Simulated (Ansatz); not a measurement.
# CdSe (F-43m): spin-orbit coupling beyond the local functionals

Aim: the spin-orbit change of the gap of CdSe (F-43m).

Main program and level: Ansatz 0.2.0; density functionals with and without spin-orbit coupling, plane waves, PAW.

**What was measured.**

- Gap 1.69 ± 0.02 eV: direct gap from (alpha E)^2 extrapolation; spectroscopic ellipsometry; 300 K; film (fully relaxed MBE film, 304 nm) on GaAs(100) (“Band gap bowing of binary alloys: Experimental results compared to theoretical tight-binding supercell calculations for CdZnSe”, 2010, arxiv:1007.2297).

## Step 1: The structure

The structure is cubic, space group F-43m (No. 216). Conventional cell: a = 6.050 Å, b = 6.050 Å, c = 6.050 Å, α = 90.00°, β = 90.00°, γ = 90.00°. Nearest to Cd lie 4 Se at 2.62 Å. Se has 4 Cd at 2.62 Å nearest. Farther neighbours and most contacts between anions are not listed.

Geometry: measured lattice cell, ions relaxed with PBE; the structure entry is the Materials Project's. The runs that relaxed it are not among those shown.

## Step 2: HSE06, 4×4×4 mesh

This step: DFT, HSE06, plane waves, PAW; PAW set soft_1.

Contents of input.yaml:

```yaml
crystal:
  lattice:
    - [0.0, 3.025, 3.025]
    - [3.025, 0.0, 3.025]
    - [3.025, 3.025, 0.0]
  atoms:
    - { symbol: Cd, position: [0.0, 0.0, 0.0] }
    - { symbol: Se, position: [0.75, 0.75, 0.75] }
kpoints:
  mp_grid: { grid: [4, 4, 4] }
  band_path:
    path:
      - [0.0, 0.0, 0.0]
      - [-0.5, -0.5, 0.0]
      - [-0.375, -0.375, 0.25]
      - [-0.375, 0.0, 0.375]
      - [0.0, 0.0, 0.5]
      - [-0.5, -0.25, 0.25]
    npoints: 1
hamiltonian:
  xc: hse06
  pseudopotentials: { kind: paw, azcp: { folder: soft_1 } }
scf:
  occupations: { method: fixed }
  n_extra_bands: 4
output:
  eigenvalues: true
```

Started as:

```sh
> ansatz run input.yaml --threads 3 --pin off --max-ram 92160MiB --backend cuda --events-out ev --progress --plain --runs-dir out --devices 1 --max-vram 13GiB
```

Numbers of over 12 decimals in the logs are rounded to 6 here.

Output:

```text
scf.n_extra_bands = 4 over 18 filled bands (N_el = 36.0): the run solves 22 bands
GPUs: using 1 of 1 available (devices: 1).
Engine: ansatz 0.2.0, x86_64-unknown-linux-gnu
Pseudopotentials: kind: paw
Pseudopotential: Cd, paw, valence charge 20, recommended cutoff 420 eV (normal), soft_1/Cd.paw.azcp
Pseudopotential: Se, paw, valence charge 16, recommended cutoff 420 eV (normal), soft_1/Se.paw.azcp
Functional definition: HSE06
  parameter a = 0.25
  parameter omega = 0.11/bohr
  exchange = pbe_x - a*pbe_x_sr(omega) + a*exact_x_sr(omega)
  correlation = pbe_c
davidson cushion auto → on  (no smearing: the cushion is to keep the highest requested band from converging to the state above it; pin scf.eigensolver.cushion to override)
device memory: the entry about to start is reckoned to put 1.0 GiB on a device that reports 47.0 GiB free (of which the cap on the GPU budget leaves the run 13.0 GiB)
GPU FFT provider: cuFFT
GPU libraries: cuBLAS 13.8.2, cuFFT 12.4.0, cuSOLVER 12.3.4
Crystal: 2 atoms, lattice volume = 55.361 Å³
Basis set: ecut = 420 eV, 1067 PW (Γ)
Bands: 22, of which v1, the nominal top of the filled ones, is band 18 counted from 1 (17 counted from 0)
Symmetry: 24 space group operations
Space group: F-43m (ITA 216), of the structure as read, at distance tolerance 3.8e-5 Å
k-points: 8 of 64 (time reversal used)
Non-local potential: Cd, projectors of the file, l = 0: 3, l = 1: 2, l = 2: 2, l = 3: 1
Non-local potential: Se, projectors of the file, l = 0: 2, l = 1: 2, l = 2: 3, l = 3: 1
PAW form: soft (Blöchl's): semilocal exchange-correlation on the pseudo side does not see the compensation charge
PAW frozen core: Cd, regenerated for the run's functional, and the local potential with it (the file was generated under x = pbe(κ = 0.804, μ = 0.219515), c = pbe(β = 0.066725))
PAW frozen core: Se, regenerated for the run's functional, and the local potential with it (the file was generated under x = pbe(κ = 0.804, μ = 0.219515), c = pbe(β = 0.066725))
PAW one-centre angular grid: Cd, 590 points (default); XC on 64 Gauss nodes
PAW one-centre angular grid: Se, 590 points (default); XC on 64 Gauss nodes
Initial density: superposition of atomic densities (chi_scale 0.1, normalization cell, long waves kept (reshape's long-wave potential 0.00 eV rms))
Initial wavefunctions: pseudopotential atomic-orbital guess
GPU buffer pool allocated for 27000 grid points (all kernels)
GPU transforms: local potential and band sums: pruned to the plane-wave sphere, on 30×30×30
Functional: x = pbe(κ = 0.804, μ = 0.219515), c = pbe(β = 0.066725), warm-up for x = pbe(κ = 0.804, μ = 0.219515) + 0.25 (exact − pbe) at short range (hse, ω = 0.207870 Å⁻¹), c = pbe(β = 0.066725); HSE06 as pw.x's `hse` composes it (authors' and Libxc's form: `xc: wpbeh`)
[...]
Frozen-core exchange: fock
SCF iter   1: F=—  HF=-13730.160084 eV  |F-HF|=—  |Δ(HF+E_count)|=         —  Δρ=5.04e-5  dr2=4.72e-7  ethr=8.12e-7  ⟨swp⟩=2.9  Hψ=408  notcnv=0
preconditioner: auto → none  [insulator: Δε(μ)=1.601 eV  Ē_g=14.081 eV  n_scr=14 (ndim 8)  ℏωp=21.2 eV  f_vac=0.202]
iter 2 solved again at ethr=6.65e-11 eV; its pass at ethr=1.19e-9 eV (dr2=2.39e-8 eV) is discarded
SCF iter   2: F=-13730.160085 eV  HF=-13730.160085 eV  |F-HF|=1.37e-8  |Δ(HF+E_count)|=   2.56e-7  Δρ=1.30e-5  dr2=5.94e-8  ethr=6.65e-11  ⟨swp⟩=2.0  Hψ=1065  notcnv=0
SCF 3 converged in 2 iterations: F = -13730.160085 eV  dr2 = 5.94e-8
[...]
hybrid outer 2: dexx = +3.695e-7 eV, tail = 3.00e-7 eV, Δε = 3.30e-3 eV (about 3.67e-4 eV left of the loop's levels)
the search or the solves at the SCF's close seem to have found levels that the self-consistency loop had missed (the run counts 1). By its estimate they hold under 1e-12 electrons; where the run keeps them, the occupations were computed again with them
device memory: the entry about to start is reckoned to put 0.4 GiB on a device that reports 45.9 GiB free (of which the cap on the GPU budget leaves the run 13.0 GiB)
NSCF: frozen V_eff on 6 k-points
hybrid SCF converged: 2 outer / 9 inner (+5 warm-up), last move |dexx| = 3.69e-7 eV, tail = 3.00e-7 eV
Stability not checked: this state was not tested for a lower state beside it, because the functional holds exact exchange (a hybrid, or Hartree-Fock), whose exchange loop this test does not read (fock_operator; see scf.lower_state_search)
Free energy (F): -13730.160085 eV
Frozen-core exchange: fock
Harris-Foulkes:  -13730.160085 eV  (|F-HF|=1.37e-8)
Internal energy: -13730.160085 eV  (E = F + TS)
E sigma→0 (E₀):  -13730.160085 eV
Fermi energy:    6.957569 eV
--- Per-component energies (eV) ---
  E_band       = -994.128106
  E_kinetic    = 552.325654
  E_local      = -6589.938394  (includes V_loc(G=0)·N_el)
  E_nonlocal   = -235.953328
  E_hartree    = 3211.051125
  E_xc         = -194.387296
  E_vxc        = -228.594534  (∫ρ·V_xc dr)
  E_exx        = -156.712067  (= α·E_x^exact, valence–valence)
  E_paw        = -6124.803768  (= ΣΔE_a)
  E_vpaw       = -600.638669  (= ΣTr[D̂ρ^β])
  E_aug_tail   = -0.000041  (compensation charges beyond the density's cutoff)
  E_ewald      = -4190.068988
  E_core_change = -1.672982  (= ΣΔE_core)
  E_smearing   = -0.000000  (= −TS)
  E_closure    = -0.000000  (closes the sum)
  Σ components = -13730.160085   (vs F -13730.160085, Δ=1.82e-12)
--- Band table (eV; the first three rows and the last of 8) ---
  k-point 0: bands = [... 14 lower, -1.8829, 6.9576, 6.9576, 6.9576, 8.5583, 13.9353, 13.9353, 13.9353]
  k-point 1: bands = [... 14 lower, -1.8814, 4.1365, 6.5168, 6.5168, 10.2656, 13.9760, 14.4901, 14.4901]
  k-point 2: bands = [... 14 lower, -1.5283, 2.1833, 6.1336, 6.1336, 10.3625, 14.4314, 14.4314, 15.4850]
  k-point 7: bands = [... 14 lower, -1.3042, 2.6721, 4.4860, 4.5510, 13.0478, 13.2647, 14.5675, 15.5049]
```

It took 15 s on 1 × NVIDIA H100 80GB HBM3 (shared by 6 runs) with 3 threads of AMD EPYC 7R13 (Zen 3), shared host; peak memory 1.1 GiB.

Numbers from this step:

* gap: 1.601 eV
* valence top at: Γ
* conduction bottom at: Γ
* least direct gap: 1.601 eV
* exact-exchange fraction: 0.25

The gap is direct, at Γ.

## Step 3: HSE06+SOC, 4×4×4 mesh

Spin-orbit coupling can split or shift the edges; a non-collinear run measures by how much.

This step: DFT, HSE06 with spin-orbit coupling, plane waves, PAW; PAW set soft_1.

input.yaml, the sections that differ from step 2:

```yaml
hamiltonian:
  xc: hse06
  pseudopotentials: { kind: paw_fr, azcp: { folder: soft_1 } }
scf:
  occupations: { method: fermi_dirac, width: 0.02 }
  n_extra_bands: 8
magnetization:
  noncollinear: true
  spin_orbit: true
# crystal, kpoints, output: as in step 2
```

Output:

```text
[...]
GPUs: using 1 of 1 available (devices: 1).
[...]
non-collinear run that drives no moment, with spin-orbit: no starting moment large enough to seed its density (crystal.atoms[].spin), no starting occupations that ask for one, no magnetisation constraint and no magnetic field, so the semilocal B_xc is pinned to zero
[...]
GPU FFT provider: cuFFT
GPU libraries: cuBLAS 13.8.2, cuFFT 12.4.0, cuSOLVER 12.3.4
Crystal: 2 atoms, lattice volume = 55.361 Å³
Basis set: ecut = 420 eV, 1067 PW (Γ)
Bands: 44, of which v1, the nominal top of the filled ones, is band 36 counted from 1 (35 counted from 0)
Symmetry: 24 space group operations + 24 with time reversal
[...]
k-points: 8 of 64 (time reversal used)
Projection manifold: j_resolved (fully-relativistic pseudo-atomic orbitals)
[...]
GPU buffer pool allocated for 27000 grid points (all kernels)
[...]
SCF iter   1: F=—  HF=-13728.118049 eV  |F-HF|=—  |Δ(HF+E_count)|=         —  Δρ=5.04e-2  dr2=1.35e0  dr2_m=0.00e0 (ungated)  ethr=1.00e-1  |M|=0.00e0 ∫|m|=0.00e0 μB  |m|>n=0.0e0 m-floor=0.0e0 τ_xc=0.0e0  β_m=0.30  ⟨swp⟩=5.1  Hψ=1140  notcnv=0
[...]
SCF iter   4: F=—  HF=-13727.636572 eV  |F-HF|=—  |Δ(HF+E_count)|=   6.08e-3  Δρ=7.89e-4  dr2=3.65e-4  dr2_m=0.00e0 (ungated)  ethr=7.37e-7  |M|=0.00e0 ∫|m|=0.00e0 μB  |m|>n=0.0e0 m-floor=0.0e0 τ_xc=0.0e0  β_m=0.59  ⟨swp⟩=4.5  Hψ=1744  notcnv=0  defer=5
eigensolver tolerance schedule calibrated: the retry pair's looser diagonalisation under-reported the residual by θ = 0.27 (0.13/decade); ethr = c·dr2/N_el runs at the constant in force after the calibration composes with the one it found (an armed cap, an earlier calibration), c = 6.1e-2
SCF iter   5: F=—  HF=-13727.636549 eV  |F-HF|=—  |Δ(HF+E_count)|=   2.30e-5  Δρ=3.30e-4  dr2=3.29e-5  dr2_m=0.00e0 (ungated)  ethr=6.23e-7  |M|=0.00e0 ∫|m|=0.00e0 μB  |m|>n=0.0e0 m-floor=0.0e0 τ_xc=0.0e0  β_m=0.67  ⟨swp⟩=3.5  Hψ=854  notcnv=0  defer=1
SCF iter   6: F=-13727.636575 eV  HF=-13727.636581 eV  |F-HF|=5.33e-6  |Δ(HF+E_count)|=   3.15e-5  Δρ=1.07e-4  dr2=6.49e-6  dr2_m=0.00e0 (ungated)  ethr=5.62e-8  |M|=0.00e0 ∫|m|=0.00e0 μB  |m|>n=0.0e0 m-floor=0.0e0 τ_xc=0.0e0  ⟨swp⟩=3.2  Hψ=906  notcnv=0
SCF 1 stopped early in 6 iterations: F = -13727.636575 eV  dr2 = 6.49e-6
[...]
GPU FFT provider: cuFFT
GPU libraries: cuBLAS 13.8.2, cuFFT 12.4.0, cuSOLVER 12.3.4
Projection manifold: j_resolved (fully-relativistic pseudo-atomic orbitals)
[...]
GPU buffer pool allocated for 27000 grid points (all kernels)
[...]
Frozen-core exchange: fock
SCF iter   1: F=—  HF=-13728.470818 eV  |F-HF|=—  |Δ(HF+E_count)|=         —  Δρ=6.38e-3  dr2=1.78e-2  dr2_m=0.00e0 (ungated)  ethr=1.80e-7  |M|=0.00e0 ∫|m|=0.00e0 μB  |m|>n=0.0e0 m-floor=0.0e0 τ_xc=0.0e0  β_m=0.30  ⟨swp⟩=6.4  Hψ=1762  notcnv=0
[...]
SCF iter   7: F=-13728.470519 eV  HF=-13728.470519 eV  |F-HF|=1.80e-8  |Δ(HF+E_count)|=   3.27e-6  Δρ=1.22e-5  dr2=6.09e-7  dr2_m=0.00e0 (ungated)  ethr=9.15e-9  |M|=0.00e0 ∫|m|=0.00e0 μB  |m|>n=0.0e0 m-floor=0.0e0 τ_xc=0.0e0  ⟨swp⟩=3.0  Hψ=869  notcnv=0
SCF 2 stopped early in 7 iterations: F = -13728.470519 eV  dr2 = 6.09e-7
hybrid outer 1: dexx = +9.374e-3 eV, tail = 5.80e-5 eV
GPU FFT provider: cuFFT
GPU libraries: cuBLAS 13.8.2, cuFFT 12.4.0, cuSOLVER 12.3.4
Projection manifold: j_resolved (fully-relativistic pseudo-atomic orbitals)
GPU buffer pool allocated for 27000 grid points (all kernels)
[...]
Frozen-core exchange: fock
SCF iter   1: F=—  HF=-13728.470746 eV  |F-HF|=—  |Δ(HF+E_count)|=         —  Δρ=5.09e-5  dr2=4.03e-7  dr2_m=0.00e0 (ungated)  ethr=8.06e-7  |M|=0.00e0 ∫|m|=0.00e0 μB  |m|>n=0.0e0 m-floor=0.0e0 τ_xc=0.0e0  β_m=0.30  ⟨swp⟩=3.8  Hψ=769  notcnv=0
[...]
SCF iter   2: F=-13728.470746 eV  HF=-13728.470746 eV  |F-HF|=3.12e-8  |Δ(HF+E_count)|=   3.66e-7  Δρ=1.45e-5  dr2=7.12e-8  dr2_m=0.00e0 (ungated)  ethr=1.00e-9  |M|=0.00e0 ∫|m|=0.00e0 μB  |m|>n=0.0e0 m-floor=0.0e0 τ_xc=0.0e0  ⟨swp⟩=4.0  Hψ=1139  notcnv=0
SCF 3 converged in 2 iterations: F = -13728.470746 eV  dr2 = 7.12e-8
[...]
NSCF: frozen V_eff on 6 k-points
[...]
Magnetization: |M| = 0.0000 μB,  M = (+0.0000, +0.0000, +0.0000) μB
Absolute magnetization: 0.0000 μB (∫|m|)
  site 0: m = (+0.0000, +0.0000, +0.0000) μB, |m| = 0.0000 μB  (R = 1.08 Å)
  site 1: m = (+0.0000, +0.0000, +0.0000) μB, |m| = 0.0000 μB  (R = 1.08 Å)
Free energy (F): -13728.470746 eV
Frozen-core exchange: fock
[...]
Internal energy: -13728.470746 eV  (E = F + TS)
E sigma→0 (E₀):  -13728.470746 eV
Fermi energy:    7.833269 eV
[...]
--- Band table (eV; the first three rows and the last of 8) ---
  k-point 0: bands = [... 32 lower, 7.0938, 7.0938, 7.0938, 7.0938, 8.5590, 8.5590, 13.6563, 13.6563, ... 4 higher]
  k-point 1: bands = [... 32 lower, 6.3835, 6.3835, 6.6367, 6.6635, 10.2638, 10.2638, 13.9639, 13.9639, ... 4 higher]
  k-point 2: bands = [... 32 lower, 5.9979, 5.9979, 6.2652, 6.2652, 10.3610, 10.3610, 14.3468, 14.3468, ... 4 higher]
  k-point 7: bands = [... 32 lower, 4.3656, 4.5469, 4.5565, 4.5947, 13.0157, 13.0415, 13.2169, 13.3475, ... 4 higher]
```

Elapsed: 28 s, on 1 × NVIDIA H100 80GB HBM3 (shared by 6 runs) with 3 threads; peak memory 1.5 GiB.

Numbers from this step:

```yaml
gap: 1.465 eV
valence_top_at: Γ
conduction_bottom_at: Γ
least_direct_gap: 1.465 eV
exact_exchange_fraction: 0.25
```

The gap stands −0.14 eV against HSE06.

## Step 4: Together

Times are wall times on 1 × NVIDIA H100 80GB HBM3 (shared by 6 runs) with 3 threads of AMD EPYC 7R13 (Zen 3), shared host, good to a factor of about two.

| level | gap (eV) | with coupling (eV) | change (eV) | time | with coupling |
| --- | --- | --- | --- | --- | --- |
| HSE06 | 1.60 | 1.47 | −0.14 | 15 s | 28 s |

## Step 5: Results

| Property | Result |
| --- | --- |
| HSE06 | 1.60 eV |
| HSE06+SOC | 1.47 eV |

Spin-orbit coupling changes the gap by −0.14 eV and the least direct gap by −0.14 eV. Against experiment, by HSE06+SOC: the direct gap of 1.47 eV lies −0.22 eV from the measured 1.69 ± 0.02 eV (direct, 300 K, on GaAs(100), 2010). An exciton line or allowed optical edge lies below the quasiparticle gap by the binding energy; a forbidden edge can push the onset above it. The lattice is static and excitons are left out.

[Paths, hosts, dates, memory and timing lines, banners, echoed tables and standing remarks are left out of the program output.]

[Logs are printed without paths, hosts, clocks, repeated set-up lines and the standing remarks that a program may print on its own settings, such as how far it seeks lower states.]

[Runs of the session that timed out or met a known fault of the program may be left out.]

[Cells called generated may have been cut or substituted from an entry of the Crystallography Open Database or the Materials Project.]

[Hosts, paths, dates, database ids (printed as entryN), source tags and the programs' standing remarks are cut or masked in the printed files.]
